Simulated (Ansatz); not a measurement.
# O interstitial in In2O3

What does an O interstitial cost in In2O3, and how do its neighbours move? It is set in a cell of 40 host atoms, in the charges 0, -1, -2.

Computed with Ansatz 0.2.0 (DFT PBE, scalar-relativistic, plane waves, PAW, unless a step's input says otherwise).

3 further runs of the same task are left out: 1 that didn't finish, 2 set aside as unsound or not needed.

## (1) The starting structure

Symmetry: R-3c, No. 167, trigonal system. The conventional cell has a = 5.575 Å, b = 5.575 Å, c = 14.757 Å, α = 90.00°, β = 90.00°, γ = 120.00°. In (site symmetry 3) has 6 O at 2.16 to 2.29 Å in its first shell of neighbours. O (site symmetry 2) has 4 In at 2.16 to 2.29 Å in its first shell of neighbours.

Coordinates:

```
In O
1.0
     2.78762    1.60943    4.91903
    -2.78762    1.60943    4.91903
     0.00000   -3.21886    4.91903
In O
4 6
Direct
  0.64280 0.64280 0.64280
  0.85720 0.85720 0.85720
  0.35720 0.35720 0.35720
  0.14280 0.14280 0.14280
  0.04657 0.75000 0.45343
  0.75000 0.45343 0.04657
  0.45343 0.04657 0.75000
  0.95343 0.25000 0.54657
  0.54657 0.95343 0.25000
  0.25000 0.54657 0.95343
```

It goes back to an entry of the Materials Project.

It is the result of an earlier relaxation at this level (volume 13.24 Å³/atom; gap on the mesh: 0.97 eV).

The host's static dielectric tensor, from an earlier linear-response run, has a mean of 14.16.

The perfect supercell (rows -1 1 1; 1 -1 1; 1 1 -1 in vectors of this cell) was computed beforehand with the same settings: E(σ→0) = -103185.8510 eV for 40 atoms, gap 2.39 eV on its own mesh.

## (2) Setting up the defect

The extra atom is put at (0.542, 0.417, 0.208) of the supercell, the middle of a void of radius 1.86 Å. A small random displacement (spread 0.06 Å) lets the symmetry of the site break. Its neighbours are 1 O at 1.86 Å, 1 O at 1.88 Å, 1 In at 1.94 Å, 1 O at 2.05 Å, 1 O at 2.08 Å, 1 In at 2.08 Å.

## (3) Relaxing the defect, charge 0

input.yaml

```yaml
crystal:
  lattice:
    - [-5.5752353397, -3.2188636242, 4.9190313808]
    - [5.5752353397, -3.2188636242, 4.9190313808]
    - [0.0, 6.4377272484, 4.9190313808]
  atoms:
    - { symbol: In, position: [0.6427970984, 0.6427970984, 0.6427970984] }
    - { symbol: In, position: [0.1427970984, 0.1427970984, 0.6427970984] }
    - { symbol: In, position: [0.1427970984, 0.6427970984, 0.1427970984] }
    - { symbol: In, position: [0.6427970984, 0.1427970984, 0.1427970984] }
    - { symbol: In, position: [0.8572029016, 0.8572029016, 0.8572029016] }
    - { symbol: In, position: [0.3572029016, 0.3572029016, 0.8572029016] }
    - { symbol: In, position: [0.3572029016, 0.8572029016, 0.3572029016] }
    - { symbol: In, position: [0.8572029016, 0.3572029016, 0.3572029016] }
    - { symbol: In, position: [0.3626128295, 0.3659002387, 0.3509993987] }
    - { symbol: In, position: [0.8572029016, 0.8572029016, 0.3572029016] }
    - { symbol: In, position: [0.8572029016, 0.3572029016, 0.8572029016] }
    - { symbol: In, position: [0.3572029016, 0.8572029016, 0.8572029016] }
    - { symbol: In, position: [0.1427970984, 0.1427970984, 0.1427970984] }
    - { symbol: In, position: [0.6418063688, 0.6391431817, 0.139879601] }
    - { symbol: In, position: [0.6427970984, 0.1427970984, 0.6427970984] }
    - { symbol: In, position: [0.1427970984, 0.6427970984, 0.6427970984] }
    - { symbol: O, position: [0.5965349922, 0.2550053351, 0.3883173668] }
    - { symbol: O, position: [0.1017163992, 0.75, 0.3982836008] }
    - { symbol: O, position: [0.1017163992, 0.25, 0.8982836008] }
    - { symbol: O, position: [0.6017163992, 0.75, 0.8982836008] }
    - { symbol: O, position: [0.25, 0.3982836008, 0.6017163992] }
    - { symbol: O, position: [0.75, 0.8982836008, 0.6017163992] }
    - { symbol: O, position: [0.750535105, 0.400203703, 0.1024709071] }
    - { symbol: O, position: [0.25, 0.8982836008, 0.1017163992] }
    - { symbol: O, position: [0.4048957982, 0.5937961205, 0.245702768] }
    - { symbol: O, position: [0.8982836008, 0.1017163992, 0.25] }
    - { symbol: O, position: [0.8982836008, 0.6017163992, 0.75] }
    - { symbol: O, position: [0.3982836008, 0.1017163992, 0.75] }
    - { symbol: O, position: [0.3982836008, 0.75, 0.6017163992] }
    - { symbol: O, position: [0.8982836008, 0.25, 0.6017163992] }
    - { symbol: O, position: [0.8982836008, 0.75, 0.1017163992] }
    - { symbol: O, position: [0.3940670492, 0.2492007832, 0.1117649885] }
    - { symbol: O, position: [0.6017163992, 0.3982836008, 0.75] }
    - { symbol: O, position: [0.1017163992, 0.8982836008, 0.75] }
    - { symbol: O, position: [0.1017163992, 0.3982836008, 0.25] }
    - { symbol: O, position: [0.6017163992, 0.8982836008, 0.25] }
    - { symbol: O, position: [0.75, 0.6017163992, 0.3982836008] }
    - { symbol: O, position: [0.25, 0.1017163992, 0.3982836008] }
    - { symbol: O, position: [0.25, 0.6017163992, 0.8982836008] }
    - { symbol: O, position: [0.75, 0.1017163992, 0.8982836008] }
    - { symbol: O, position: [0.5502888172, 0.4100172882, 0.2238594134] }
  host:
    lattice:
      - [2.7876176699, 1.6094318121, 4.9190313808]
      - [-2.7876176699, 1.6094318121, 4.9190313808]
      - [0.0, -3.2188636242, 4.9190313808]
    atoms:
      - { symbol: In, position: [0.6427970984, 0.6427970984, 0.6427970984] }
      - { symbol: In, position: [0.8572029016, 0.8572029016, 0.8572029016] }
      - { symbol: In, position: [0.3572029016, 0.3572029016, 0.3572029016] }
      - { symbol: In, position: [0.1427970984, 0.1427970984, 0.1427970984] }
      - { symbol: O, position: [0.0465672017, 0.75, 0.4534327983] }
      - { symbol: O, position: [0.75, 0.4534327983, 0.0465672017] }
      - { symbol: O, position: [0.4534327983, 0.0465672017, 0.75] }
      - { symbol: O, position: [0.9534327983, 0.25, 0.5465672017] }
      - { symbol: O, position: [0.5465672017, 0.9534327983, 0.25] }
      - { symbol: O, position: [0.25, 0.5465672017, 0.9534327983] }
basis:
  ecutwfc: 420
  xc_grid: 2
kpoints:
  mp_grid: { grid: [2, 2, 2], shift: [0.5, 0.5, 0.5] }
hamiltonian:
  xc: pbe
scf:
  occupations: { method: gaussian, width: 0.01 }
output:
  forces: true
  stress: false
  eigenvalues: true
  charged_corrections:
    defect_position: [0.54166667, 0.41666667, 0.20833333]
    epsilon: [[12.976, 0.0, 0.0], [0.0, 12.976, 0.0], [0.0, 0.0, 16.5153]]
  write_density: true
  write_potential: true
  elf: true
  volumetric_format: npy
relax:
  adjacent_minimum: "off"
  f_tol: 0.025
  max_steps: 45
```

Command:

```sh
ansatz run input.yaml --threads 4 --pin off --max-ram 10240MiB --backend cpu --events-out ev --progress --plain --runs-dir out
```

The session goes on with these runs: charge state -1; charge state -2.

**Question.** What will these runs give? Wanted: formation energy, neutral; nearest atoms after relaxation, one image of each, neutral.

**Answer**, as computed:

```
                                                  quantity                      value
                                 formation energy, neutral                    1.87 eV
nearest atoms after relaxation, one image of each, neutral              1 O at 1.52 Å
                        level (0/-1) above the valence top  2.61 eV (outside the gap)
                       level (-1/-2) above the valence top  2.90 eV (outside the gap)
```

**Reading.** The neutral defect costs 1.87 eV against the elements. Spin polarisation was off in the neutral run, so a moment could not show there. Spin was allowed in some charges only (not in -2, 0): their moments are zero by construction, and levels between the two kinds of run can be off. Among the charges computed the stable one is 0 at the valence top and stays so across the gap of 0.96 eV. In charges -1 and -2 the extra carrier would gain by moving to a band edge of the host at this level and cell size; a small cell and a semilocal functional both favour that, so a real bound level isn't ruled out. The alignment term, up to 0.63 eV here, is marked as doubtful by the program in a cell of this size. Levels are placed in the host's Kohn-Sham gap, which is usually too small at this level and squeezes them. With 40 host sites the defect feels its images, so energies are good to tenths of an eV at best. Other minima may exist.

Spin-orbit coupling is left out, though the cell holds In; it can move the gap. A log calls its force constants unconverged on the k mesh, so modes and the static dielectric constant formed from them are rough.
